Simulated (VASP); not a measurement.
Set up this calculation in VASP 6.6.1, as the native input.

```yaml
Task: relaxation of cell and atoms
Functional: r2SCAN
Potentials_or_basis: VASP PAW PBE potentials, release 64 (Sn_d)
Cutoff: 600 eV
k_mesh: 10 × 10 × 10
Occupations: gaussian, width 0.03 eV
Spin: no spin polarisation
Further_INCAR_settings: ALGO = Normal; EDIFF = 1e-07; IBRION = 2; EDIFFG = -0.005; NSW = 90; ISIF = 3
```

The structure of Sn lies in POSCAR:

```
Sn                                      
1.0
   -0.0000000000      3.2829194365      3.2829194365
    3.2829194365      0.0000000000      3.2829194365
    3.2829194365      3.2829194365      0.0000000000
  Sn            
     2
Direct
     0.0000000000000000    0.0000000000000000    0.0000000000000000
     0.2500000000000000    0.2500000000000000    0.2500000000000000
```

This isn't the form of Sn at room conditions, which is tetragonal (white tin).

One way to write it, as run:

INCAR

```
ALGO = Normal
EDIFF = 1E-7
EDIFFG = -0.005
ENCUT = 600
IBRION = 2
ISIF = 3
ISMEAR = 0
LASPH = True
LCHARG = False
LMIXTAU = True
LREAL = False
LWAVE = False
METAGGA = R2SCAN
NELM = 80
NSW = 90
PREC = Accurate
SIGMA = 0.03
```

KPOINTS

```
k-points
0
Gamma
  10 10 10
```

Potentials or basis: VASP PAW PBE potentials, release 64 (Sn_d).

Command:

```bash
$ cat potpaw_PBE.64/Sn_d/POTCAR > POTCAR
$ mpirun -np 1 vasp_std > vasp.out
```

Results of the run:

```yaml
Pressure_after_relaxing: 0.0 GPa
Band_gap_on_the_k_mesh: none (metal or under the smearing width)
```

Caveat: the relaxation stopped at its first step, so nothing moved; the PAW data sets were made with another functional, which shifts forces and pressure a little.

It took 2.6 min on 1 thread of Intel(R) Xeon(R) 6975P-C (Granite Rapids), on a shared host, peak memory 0.28 GiB.
